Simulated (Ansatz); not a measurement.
## Si, space group Fm-3m: a comparison of functionals at one structure, step by step

With Ansatz's Python interface.

Typed at the interpreter:
```pycon
>>> import ansatz as az
>>> from tabulate import tabulate
>>> structure = (
...     az.Lattice.from_parameters(2.361737, 2.361737, 2.361737, alpha=60.0, beta=60.0, gamma=60.0)
...     .atom('Si', [0.0, 0.0, 0.0])
... )
>>> len(structure.resolved().sites)
1
>>> calc = structure.calculation()
>>> calc = calc.occupations('fermi_dirac', width=150 * az.meV)
>>> calc = calc.pseudopotentials('paw')
>>> calc = calc.kpoints(17, 17, 17).stress()
>>> rows = []
>>> for value in ['pbesol', 'pbe', 'lda']:
...     rep = calc.functional(value).run(threads=1).report
...     rows.append((value, rep['free_energy_ev'] / len(rep['lattice']['sites']), rep['n_iterations'], sum(rep['stress_gpa'][i][i] for i in range(3)) / 3, rep['n_kpoints']))
...
DeckWarning: basis.ecutwfc = 420 eV, auto-derived from the records' recommended cutoffs: set by Si (normal level)
>>> print(tabulate(rows, headers=['functional', 'F/atom (eV)', 'iterations', 'P (GPa)', 'k-points'], floatfmt='.4f', tablefmt='plain'))
functional      F/atom (eV)    iterations    P (GPa)    k-points
pbesol            -620.1642             6    91.0521         165
pbe               -634.2545             6    95.3883         165
lda               -607.3505             6    85.6649         165
```

From lowest to highest: LDA (85.7 GPa), PBEsol (91.1 GPa) and PBE (95.4 GPa). At a fixed cell a lower pressure usually means a smaller equilibrium volume, so LDA prefers the smallest cell and PBE the largest.

A Fermi-Dirac width this large means warm electrons, whose thermal share enters the free energy. Pressure is positive in compression. At these settings the cell as given stands under about 86 GPa, so it isn't at this functional's equilibrium volume and may be a high-pressure phase. This isn't the structure that Si takes at ambient conditions. Warnings are shown shortened and without file and line. Total energies of different functionals can't be compared; pressures, moments and gaps at this one structure can. Run time: 3.7 s on 1 thread of Arm Neoverse V1, on a shared host, peak memory 0.31 GiB.
